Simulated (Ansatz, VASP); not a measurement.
## TlCl: VASP beside Ansatz

The input POSCAR:

```
TlCl
1.0
    3.7791129400      0.0000000000      0.0000000000
    0.0000000000      3.7791129400      0.0000000000
    0.0000000000      0.0000000000      3.7791129400
Tl Cl
1 1
Direct
    0.0000000000      0.0000000000      0.0000000000
    0.5000000000      0.5000000000      0.5000000000
```

The input INCAR.step1:

```
SYSTEM = TlCl
  PREC = Accurate
  ENCUT = 520
  ISMEAR = -1
  SIGMA = 0.1
  LREAL = .FALSE.
  LASPH = .TRUE.
  NELM = 80
  NBANDS = 17
  GGA = PE
  ALGO = Normal
  EDIFF = 1E-4
  LWAVE = .TRUE.
  LCHARG = .FALSE.
```

The input INCAR.step2:

```
SYSTEM = TlCl
  PREC = Accurate
  ENCUT = 520
  EDIFF = 1E-6
  ISMEAR = -1
  SIGMA = 0.1
  LREAL = .FALSE.
  LASPH = .TRUE.
  NELM = 80
  ALGO = Normal
  ISIF = 2
  LWAVE = .FALSE.
  LCHARG = .TRUE.
  METAGGA = R2SCAN
  LMIXTAU = .TRUE.
  LELF = .TRUE.
  LVHAR = .TRUE.
  NBANDS = 17
  ISTART = 1
```

KPOINTS

```
regular mesh
0
G
  7 7 7
  0 0 0
```

Input for Ansatz:

```yaml
crystal:
  lattice:
    - [3.77911294, 0.0, 0.0]
    - [0.0, 3.77911294, 0.0]
    - [0.0, 0.0, 3.77911294]
  atoms:
    - { symbol: Tl, position: [0.0, 0.0, 0.0] }
    - { symbol: Cl, position: [0.5, 0.5, 0.5] }
  symmetry: { tolerance: 0.0003 }
kpoints:
  mp_grid: { grid: [7, 7, 7], shift: [0, 0, 0] }
  band_path:
    path:
      - [0.0, 0.0, 0.0]
      - [0.0, 0.5, 0.0]
      - [0.5, 0.5, 0.0]
      - [0.0, 0.0, 0.0]
      - [0.5, 0.5, 0.5]
      - [0.0, 0.5, 0.0]
      - [0.5, 0.5, 0.5]
      - [0.5, 0.5, 0.0]
    npoints: 20
magnetization:
  spin_polarized: false
scf:
  occupations: { method: fermi_dirac }
  lower_state_search: "off"
  max_iter: 200
hamiltonian:
  pseudopotentials: { kind: paw }
  xc: r2scan
basis:
  ecutwfc: 500
  fft_grid_basis: typed
output:
  forces: true
  stress: true
  eigenvalues: true
  bader: true
  populations: true
  elf: true
  write_potential: true
  volumetric_format: npy
  dos:
    e_range: [-12, 8]
    de: 0.05
    projected: { site_lists: { Cl: [Cl], Tl: [Tl] } }
  write_density: true
checkpoint:
  read: saved_state
```

Alike in both runs: task single point; functional r2SCAN; k mesh 7 × 7 × 7; no spin polarisation.

|  | VASP | Ansatz |
| --- | --- | --- |
| version | VASP 6.6.1 | Ansatz 0.2.0 |
| potentials or method | VASP PAW PBE potentials, release 64 (Tl_d, Cl) | PAW plane waves |
| plane-wave cutoff (eV) | 520 | 500 |
| occupations | fermi-dirac, width 0.1 eV | fermi-dirac |
| valence electrons in the cell | 20 | 20 |

Ansatz gave:

```
pressure (GPa) : 1.5
```

Task: Which values does VASP return?

Result: Pressure (GPa): 1.4.

Caveats: the PAW data sets were made with another functional, which shifts forces and pressure a little (VASP); spin-orbit coupling is left out, which as a rule narrows the gap of such compounds by several tenths of an eV; an odd mesh through Γ misses points on the zone boundary, where band edges often lie. r2SCAN opens gaps a little over a GGA but as a rule still falls short of measured ones.
